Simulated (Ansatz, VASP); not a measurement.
One calculation of Ti, two programs

File INCAR:

```
PREC = Accurate ; ENCUT = 520
EDIFF = 1E-8 ; ISMEAR = -1
SIGMA = 0.05 ; LREAL = F
LASPH = T ; NELM = 80
ALGO = Normal ; ISIF = 2
LWAVE = F ; LCHARG = F
GGA = PE ; LEFG = T
NBANDS = 12
```

File KPOINTS:

```
regular mesh
0
Gamma
  14 14 14
```

POSCAR

```
Ti
1.0
   -1.6410000000      1.6410000000      1.6410000000
    1.6410000000     -1.6410000000      1.6410000000
    1.6410000000      1.6410000000     -1.6410000000
Ti
1
Direct
    0.0000000000      0.0000000000      0.0000000000
```

Input for Ansatz:

```yaml
crystal:
  lattice:
    - [-1.641, 1.641, 1.641]
    - [1.641, -1.641, 1.641]
    - [1.641, 1.641, -1.641]
  atoms:
    - { symbol: Ti, position: [0.0, 0.0, 0.0] }
kpoints:
  mp_grid: { grid: [14, 14, 14] }
  band_path:
    path:
      - [0.0, 0.0, 0.0]
      - [0.5, -0.5, 0.5]
      - [0.0, 0.0, 0.5]
      - [0.0, 0.0, 0.0]
      - [0.25, 0.25, 0.25]
      - [0.5, -0.5, 0.5]
      - [0.25, 0.25, 0.25]
      - [0.0, 0.0, 0.5]
    npoints: 8
scf:
  occupations: { method: fermi_dirac, width: 0.05 }
hamiltonian:
  xc: pbe
  pseudopotentials: { kind: paw }
output:
  forces: true
  stress: true
  eigenvalues: true
  efg: { contact_densities: true }
  populations: true
  bader: true
  dos: { projected: true, de: 0.2, e_range: [-14, 8] }
```

Alike in both runs: task electric field gradients; functional PBE; k mesh 14 × 14 × 14; occupations fermi-dirac, width 0.05 eV; no spin polarisation.

|  | VASP | Ansatz |
| --- | --- | --- |
| version | VASP 6.6.1 | Ansatz 0.2.0 |
| potentials or method | VASP PAW PBE potentials, release 64 (Ti_sv) | PAW with Ansatz's default frozen-core files, scalar-relativistic |
| plane-wave cutoff (eV) | 520 | 420 |
| valence electrons in the cell | 12 | 12 |

|  | VASP | Ansatz | Ansatz less VASP |
| --- | --- | --- | --- |
| pressure (GPa) | -2.6 | -2.4 | +0.22 |
| Vzz of the field gradient on the site that differs most (V/Å²) | 0.0 | 0.0 | 0.00 |

With one functional, cell and mesh, what is left measures potentials, basis and numerics.
